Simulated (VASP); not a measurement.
# CdS: relaxed cell and band gap, by functional

CdS, P6_3mc (no. 186), 4 atoms in the cell.

| Functional | Volume (Å³/atom) | Change from the starting volume (fraction) | Gap, path and mesh (eV) | Time (s) |
|---|---|---|---|---|
| XC = SCAN_X PBE_C | 24.75 | -0.015 | 2.02 | 353 |
| XC = PBE_X R2SCAN_C | 26.77 | 0.066 | 0.67 | 243 |
| XC = TASK_X PBE_C | 25.60 | 0.019 | 2.56 | 374 |
| XC = R2SCAN_X PBE_C | 25.09 | -0.001 | 2.08 | 312 |
| XC = LAK_X PBE_C | 26.79 | 0.066 | 2.80 | 400 |

Limits: Spin-orbit coupling is left out, and with elements this heavy it changes the gap; row 3: TASK was built for band gaps, and its volumes can be far off.

## Input of the first row

INCAR.step1:
```
SYSTEM = CdS
ALGO     = Normal         ! electronic algorithm
EDIFF    = 1E-5           ! SCF threshold, eV
ENCUT    = 600            ! plane-wave cutoff, eV
GGA      = PE             ! functional
GGA_COMPAT= .FALSE.      
ISIF     = 2              ! what is computed and relaxed
ISMEAR   = 0              ! smearing method
KPAR     = 4            
LASPH    = .TRUE.         ! aspherical terms in the spheres
LCHARG   = .FALSE.        ! write CHGCAR
LREAL    = .FALSE.        ! projectors in reciprocal space
LWAVE    = .TRUE.         ! write WAVECAR
NELM     = 150            ! most SCF steps
PREC     = Accurate       ! precision mode
SIGMA    = 0.02           ! smearing width, eV
```

INCAR.step2, as INCAR.step1 but for:
```
- EDIFF = 1E-5
- GGA = PE
- ISIF = 2
- LWAVE = .TRUE.
+ EDIFF = 1E-7
+ EDIFFG = -0.005
+ IBRION = 2
+ ISIF = 3
+ ISTART = 1
+ LMIXTAU = .TRUE.
+ LWAVE = .FALSE.
+ NSW = 60
+ XC = SCAN_X PBE_C
```

INCAR.step3, as INCAR.step2 but for:
```
- ISTART = 1
- NSW = 60
+ NSW = 40
```

INCAR.step4, as INCAR.step3 but for:
```
- EDIFFG = -0.005
- IBRION = 2
- ISIF = 3
- NSW = 40
+ ISIF = 2
+ NBANDS = 26
```

KPOINTS:
```
k-points
0
Gamma
  6 6 3
```

KPOINTS_OPT:
```
path GMKGALHA,LM,KH
8
line-mode
reciprocal
 0.0000000000  0.0000000000  0.0000000000  G
 0.5000000000  0.0000000000  0.0000000000  M

 0.5000000000  0.0000000000  0.0000000000  M
 0.3333333333  0.3333333333  0.0000000000  K

 0.3333333333  0.3333333333  0.0000000000  K
 0.0000000000  0.0000000000  0.0000000000  G

 0.0000000000  0.0000000000  0.0000000000  G
 0.0000000000  0.0000000000  0.5000000000  A

 0.0000000000  0.0000000000  0.5000000000  A
 0.5000000000  0.0000000000  0.5000000000  L

 0.5000000000  0.0000000000  0.5000000000  L
 0.3333333333  0.3333333333  0.5000000000  H

 0.3333333333  0.3333333333  0.5000000000  H
 0.0000000000  0.0000000000  0.5000000000  A

 0.5000000000  0.0000000000  0.5000000000  L
 0.5000000000  0.0000000000  0.0000000000  M

 0.3333333333  0.3333333333  0.0000000000  K
 0.3333333333  0.3333333333  0.5000000000  H
```

POSCAR.step1:
```
CdS
1.0
    4.1500000000      0.0000000000      0.0000000000
   -2.0750000000      3.5940054257      0.0000000000
    0.0000000000      0.0000000000      6.7370000000
Cd S
2 2
Direct
    0.6666666667      0.3333333333      0.5000000000
    0.3333333333      0.6666666667      0.0000000000
    0.6666666667      0.3333333333      0.8750000000
    0.3333333333      0.6666666667      0.3750000000
```

Commands (each step's output is kept before the next begins):
```
cat potpaw_PBE.64/Cd/POTCAR potpaw_PBE.64/S/POTCAR > POTCAR
cp INCAR.step1 INCAR
cp POSCAR.step1 POSCAR
mpirun -np 4 vasp_std > vasp.out
cp INCAR.step2 INCAR
mpirun -np 4 vasp_std > vasp.out
cp CONTCAR POSCAR
rm WAVECAR CHG
cp INCAR.step3 INCAR
mpirun -np 4 vasp_std > vasp.out
cp CONTCAR POSCAR
rm WAVECAR CHG
cp INCAR.step4 INCAR
mpirun -np 4 vasp_std > vasp.out
```

Changes of the last row against the first:
```
- XC = SCAN_X PBE_C
+ XC = LAK_X PBE_C
```

VASP 6.6.1 took 353 s on 4 cores (Intel Xeon 6975P-C (Granite Rapids)), a shared host.
